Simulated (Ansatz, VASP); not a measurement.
# Rh: VASP beside Ansatz

Contents of INCAR:

```
SYSTEM = Rh
ALGO = Normal
EDIFF = 1E-7
ENCUT = 520
ISIF = 2
ISMEAR = -1
LASPH = .TRUE.
LCHARG = .FALSE.
LREAL = .FALSE.
LWAVE = .FALSE.
NBANDS = 14
NELM = 60
PREC = Accurate
SIGMA = 0.2
```

KPOINTS

```
k-points
0
G
  14 14 14
  0 0 0
```

The input POSCAR:

```
Rh
1.0
    0.0000000000      1.8776226225      1.8776226225
    1.8776226225      0.0000000000      1.8776226225
    1.8776226225      1.8776226225      0.0000000000
Rh
1
Direct
    0.0000000000      0.0000000000      0.0000000000
```

Input for Ansatz:

```yaml
crystal:
  lattice:
    - [0.0, 1.8776226225, 1.8776226225]
    - [1.8776226225, 0.0, 1.8776226225]
    - [1.8776226225, 1.8776226225, 0.0]
  atoms:
    - { symbol: Rh, position: [0.0, 0.0, 0.0] }
hamiltonian:
  xc: lda
  pseudopotentials:
    kind: paw
    azcp:
      Rh: "pseudopotentials/Rh.paw.azcp"
basis:
  ecutwfc: 420
  fft_grid_basis: typed
kpoints:
  mp_grid: { grid: [14, 14, 14], shift: [0, 0, 0] }
magnetization:
  spin_polarized: false
scf:
  occupations: { method: fermi_dirac, width: 0.2 }
  lower_state_search: "off"
output:
  stress: true
```

Alike in both runs: task single point; functional LDA; k mesh 14 × 14 × 14; occupations fermi-dirac, width 0.2 eV; no spin polarisation.

|  | VASP | Ansatz |
| --- | --- | --- |
| version | VASP 6.6.1 | Ansatz 0.2.0 |
| potentials or method | VASP PAW LDA potentials, release 64 (Rh_pv) | plane waves (420 eV) with PAW, scalar-relativistic |
| plane-wave cutoff (eV) | 520 | 420 |
| valence electrons in the cell | 15 | 17 |

|  | VASP | Ansatz | Ansatz less VASP |
| --- | --- | --- | --- |
| pressure (GPa) | 2.3 | 1.4 | -0.92 |

The two sets of potentials don't hold the same shells in valence. Ansatz warned: «pseudo_functional_mismatch».
